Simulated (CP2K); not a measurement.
Runs of CP2K 2026.2 on GaSb. The structure is cubic, space group F-43m (No. 216). The conventional cell has a = 6.118 Å, b = 6.118 Å, c = 6.118 Å, α = 90.00°, β = 90.00°, γ = 90.00°. Around Sb (site symmetry -43m) lie 4 Ga at 2.65 Å. Ga (site symmetry -43m) has 4 Sb at 2.65 Å as nearest neighbours. 

```tsv
level	D3 from the s-dftd3 library (D3_REFERENCE_CODE)	cutoff radius of the dispersion sum (A)	gap on the mesh (eV)	pressure (GPa)
RPBE+D3(BJ)	yes	20	0.16	-5.7
RPBE+D3(BJ)+ATM	yes	20	0.16	(b)
RPBE	-	-	0.16	3.8
RPBE+D4	-	20	0.16	-1.1
RPBE+D3	yes	20	0.16	(a)
```

Alike in all rows: task single point; potentials or basis POTENTIAL_UZH Sb GTH-PBE-q5, Ga GTH-PBE-q13; TZVP-MOLOPT-PBE-GTH basis; no spin polarisation; cell as given; k mesh 8 × 8 × 8; smearing fermi-dirac 0.05 eV.

Question: Fill in the values left out.

Answer: (a) 1.5; (b) -5.6.

Caveats: the potentials were made for another functional, which shifts forces and pressure; spin-orbit coupling is left out, which moves the levels of the heavy elements; the basis of atomic orbitals isn't converged, which shifts pressures, moduli and gaps.

A k mesh can miss the band edges, and the runs leave out spin-orbit coupling on Ga, Sb.

Runs at the PBE level aren't shown here.
